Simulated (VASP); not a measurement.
TiH2:

```xyz
3
Lattice="-1.6010 1.6010 2.0839 1.6010 -1.6010 2.0839 1.6010 1.6010 -2.0839" Properties=species:S:1:pos:R:3 pbc="T T T"
Ti    0.0000    0.0000    0.0000
H     1.6010    0.0000    1.0420
H     0.0000    1.6010    1.0420
```

The cell comes from a database or a generator and needn't be the stable form of this composition.

* Program: VASP 6.6.1
* Task: relaxation of cell and atoms
* Functional: PBEsol
* Potentials or basis: VASP PAW PBE potentials, release 64 (Ti_sv, H)
* Cutoff: 600 eV
* k mesh: 6 × 6 × 6
* Occupations: gaussian, width 0.1 eV
* Spin: no spin polarisation

At the start: pressure -3.2 GPa; volume 7.12 Å³/atom.

**Question.** How do energy, volume and symmetry change on relaxing?

**Answer.** Over 9 steps the energy falls by 3.4 meV/atom and the volume is 6.98 Å³/atom (-2.0 %); space group I4/mmm (No. 139, to 0.05 Å).

Step by step:
| step | energy change (eV) | largest force (eV/Å) | pressure (GPa) | volume (Å³) |
| --- | --- | --- | --- | --- |
| 1 | 0.0000 | 0.0000 | -3.22 | 21.37 |
| 2 | -0.0055 | 0.0000 | -0.18 | 20.93 |
| 3 | -0.0056 | 0.0000 | 0.26 | 20.86 |
| 4 | -0.0063 | 0.0000 | 0.28 | 20.87 |
| 5 | -0.0083 | 0.0000 | 0.29 | 20.88 |
| 6 | -0.0102 | 0.0000 | 0.32 | 20.89 |
| 7 | -0.0102 | 0.0000 | 0.31 | 20.89 |
| 8 | -0.0101 | 0.0000 | -0.53 | 21.01 |
| 9 | -0.0102 | 0.0000 | -0.03 | 20.93 |

Final structure:
```xyz
3
Lattice="-1.5654 1.5654 2.1358 1.5654 -1.5654 2.1358 1.5654 1.5654 -2.1358" Properties=species:S:1:pos:R:3 pbc="T T T"
Ti    0.0000    0.0000    0.0000
H     1.5654    0.0000    1.0679
H     0.0000    1.5654    1.0679
```

Caveat: the k mesh is coarse (spacing up to 0.46 Å⁻¹), so the values aren't converged; the PAW data sets were made with another functional, which shifts forces and pressure a little.
